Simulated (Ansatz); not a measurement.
The system is HfB2.

```
Hf B
1.0
     3.14000    0.00000    0.00000
    -1.57000    2.71932    0.00000
     0.00000    0.00000    3.48000
Hf B
1 2
Direct
  0.00000 0.00000 0.00000
  0.66667 0.33333 0.50000
  0.33333 0.66667 0.50000
```

A run of Ansatz 0.2.0 on this cell left the log below. Logs are shortened: lines on timing, memory, paths and dates and some standing lists are left out, and cuts for length are marked.

```text
Warning: RAYON_NUM_THREADS=2 ignored (pool sized by the plan → 2); use --threads N
Engine: ansatz 0.2.0, aarch64-unknown-linux-gnu
Pseudopotentials: kind: paw
Pseudopotential: Hf, paw, valence charge 26, recommended cutoff 420 eV (normal), Hf.paw.azcp
Pseudopotential: B, paw, valence charge 3, recommended cutoff 420 eV (normal), B.paw.azcp
Functional definition: PBE
  parameter kappa = 0.804
  parameter beta = 0.06672455060314922
  exchange = pbe_x(kappa = kappa, mu = beta*pi^2/3)
  correlation = pbe_c(beta = beta)
Crystal: 3 atoms, lattice volume = 29.715 Å³
Basis set: ecut = 420 eV, 563 PW (Γ), exchange–correlation on 48×48×48 points (8 copies of the dense FFT grid, shifted against one another)
Bands: 20, of which v1, the nominal top of the filled ones, is band 16 counted from 1 (15 counted from 0)
Symmetry: 24 space group operations
Space group: P6/mmm (ITA 191), of the structure as read, at distance tolerance 3.1e-5 Å
k-points: 70 of 800
Non-local potential: Hf, projectors of the file, l = 0: 3, l = 1: 2, l = 2: 2, l = 3: 3
Non-local potential: B, projectors of the file, l = 0: 2, l = 1: 2, l = 2: 1
PAW form: soft (Blöchl's): semilocal exchange-correlation on the pseudo side does not see the compensation charge
PAW one-centre angular grid: Hf, 590 points (default); XC on 64 Gauss nodes
PAW one-centre angular grid: B, 110 points (default); XC on 64 Gauss nodes
Initial density: superposition of atomic densities (neutral atoms: chi_scale 0, normalization atom), corrected by the library's trained network
Initial wavefunctions: pseudopotential atomic-orbital guess
Functional: x = pbe(κ = 0.804, μ = 0.2195149727645171), c = pbe(β = 0.06672455060314922)
SCF iter   1: F=—  HF=-16036.213062 eV  |F-HF|=—  |Δ(HF+E_count)|=         —  Δρ=1.63e-3  dr2=9.24e-4  ethr=1.77e-3  ⟨swp⟩=4.1  Hψ=5462  notcnv=0
preconditioner: auto → none  [insulator: Δε(μ)=0.297 eV  Ē_g=17.458 eV  σ=0.050 eV  W_gap=0.77  n_scr=8 (ndim 8)  ℏωp=37.3 eV  f_vac=0.000  D(μ)=0.31/eV (n_scr^D=0)  ε∞_Penn≈5.6]
SCF iter   2: F=—  HF=-16036.212755 eV  |F-HF|=—  |Δ(HF+E_count)|=   3.07e-4  Δρ=5.72e-4  dr2=5.28e-5  ethr=2.89e-6  ⟨swp⟩=2.6  Hψ=3050  notcnv=0
SCF iter   3: F=—  HF=-16036.212755 eV  |F-HF|=—  |Δ(HF+E_count)|=   7.82e-8  Δρ=2.86e-4  dr2=8.65e-6  ethr=1.65e-7  ⟨swp⟩=2.1  Hψ=2034  notcnv=0
SCF iter   4: F=—  HF=-16036.212754 eV  |F-HF|=—  |Δ(HF+E_count)|=   1.01e-6  Δρ=1.34e-4  dr2=2.51e-6  ethr=2.70e-8  ⟨swp⟩=2.0  Hψ=2385  notcnv=0
SCF iter   5: F=—  HF=-16036.212753 eV  |F-HF|=—  |Δ(HF+E_count)|=   1.26e-6  Δρ=4.32e-5  dr2=1.51e-7  ethr=7.83e-9  ⟨swp⟩=2.0  Hψ=2512  notcnv=0
SCF iter   6: F=-16036.212753 eV  HF=-16036.212753 eV  |F-HF|=3.05e-9  |Δ(HF+E_count)|=   4.77e-8  Δρ=7.51e-6  dr2=4.11e-9  ethr=3.13e-10  ⟨swp⟩=7.4  Hψ=8383  notcnv=0
SCF 1 converged in 6 iterations: F = -16036.212753 eV  dr2 = 4.11e-9
  greatest PAW one-centre occupation: 0.998 electrons in one spin orbital (limit 2), on the Hf atom at site 0 (counted from 0), in its partial waves of l = 0
SCF converged after 6 iterations
Free energy (F): -16036.212753 eV
Harris-Foulkes:  -16036.212753 eV  (|F-HF|=3.05e-9)
Internal energy: -16036.210150 eV  (E = F + TS)
E sigma→0 (E₀):  -16036.211451 eV
Entropy (-TS):   -0.002603 eV (-0.868 meV/atom)
Fermi energy:    20.415386 eV
--- Per-component energies (eV) ---
  E_band       = 128.535681
  E_kinetic    = 525.979045
  E_local      = -5276.158260  (includes V_loc(G=0)·N_el)
  E_nonlocal   = -1221.811819
  E_hartree    = 2515.266945
  E_xc         = -367.037863
  E_vxc        = -346.333747  (∫ρ·V_xc dr)
  E_paw        = -7085.445622  (= ΣΔE_a)
  E_vpaw       = 1416.324807  (= ΣTr[D̂ρ^β])
  E_aug_tail   = -0.000008  (compensation charges beyond the density's cutoff)
  E_ewald      = -5127.002568
  E_smearing   = -0.002603  (= −TS)
  E_closure    = 0.000000  (closes the sum)
  Σ components = -16036.212753   (vs F -16036.212753, Δ=0.00e0)
--- Forces (eV/Å), atoms counted from 1 ---
  atom   1  Hf     0.00000000    -0.00000000     0.00000000
  atom   2  B      0.00000000     0.00000000     0.00000000
  atom   3  B      0.00000000    -0.00000000     0.00000000
  max |Σ_I F_I| component: 7.40e-17 eV/Å
--- Stress (GPa, compression-positive) ---
        1.221421      -0.000000       0.000000
       -0.000000       1.221421       0.000000
        0.000000       0.000000       1.707748
  P = ⅓ Tr σ = 1.3835 GPa (13.835 kbar)
--- Band table (eV; the first three rows and the last of 70) ---
  k-point 0: bands = ["-41.2790", "-10.1434", "-9.6661", "-9.6661", "6.7624", "8.7487", "8.7641", "8.7804", "8.7804", "8.7820", "8.7820", "8.8740", "17.4966", "17.5985", "17.5985", "17.7689", "24.5128", "24.5128", "25.1398", "25.1398"]
  k-point 1: bands = ["-41.2780", "-10.1847", "-9.6631", "-9.6631", "7.0069", "8.7464", "8.7641", "8.7788", "8.7788", "8.7835", "8.7835", "8.8740", "16.0172", "17.7588", "17.7588", "19.1666", "23.1801", "23.1801", "24.6261", "24.6261"]
  k-point 2: bands = ["-41.2755", "-10.2829", "-9.6559", "-9.6559", "7.6810", "8.7442", "8.7640", "8.7712", "8.7712", "8.7911", "8.7911", "8.8740", "14.3780", "18.2213", "18.2213", "20.6611", "21.8916", "21.8916", "23.4416", "23.4416"]
  k-point 69: bands = ["-41.2182", "-10.2243", "-10.2203", "-10.0801", "8.7519", "8.7633", "8.7731", "8.7785", "8.7806", "8.7952", "8.8467", "10.9389", "11.9368", "15.0497", "17.2098", "17.3092", "24.9884", "26.0469", "26.9754", "27.4815"]
```

What input gives this log?

Single point with PBE, no spin polarisation. The files as run (others can give the same):

input.yaml
```yaml
crystal:
  lattice:
    - [3.14, 0.0, 0.0]
    - [-1.57, 2.7193197679, 0.0]
    - [0.0, 0.0, 3.48]
  atoms:
    - { symbol: Hf, position: [0.0, 0.0, 0.0] }
    - { symbol: B, position: [0.6666666667, 0.3333333333, 0.5] }
    - { symbol: B, position: [0.3333333333, 0.6666666667, 0.5] }
hamiltonian:
  xc: pbe
  pseudopotentials: { kind: paw }
kpoints:
  mp_grid: { grid: [10, 10, 8] }
scf:
  occupations: { method: fermi_dirac, width: 0.05 }
output:
  forces: true
  stress: true
  eigenvalues: true
  write_density: true
  write_potential: true
  elf: true
  volumetric_format: npy
```

Potentials or basis: Ansatz PAW.
The run is started by
```sh
$ ansatz run input.yaml --threads 2 --pin off --max-ram 5120MiB --backend cpu --events-out ev --progress --plain --runs-dir out
```
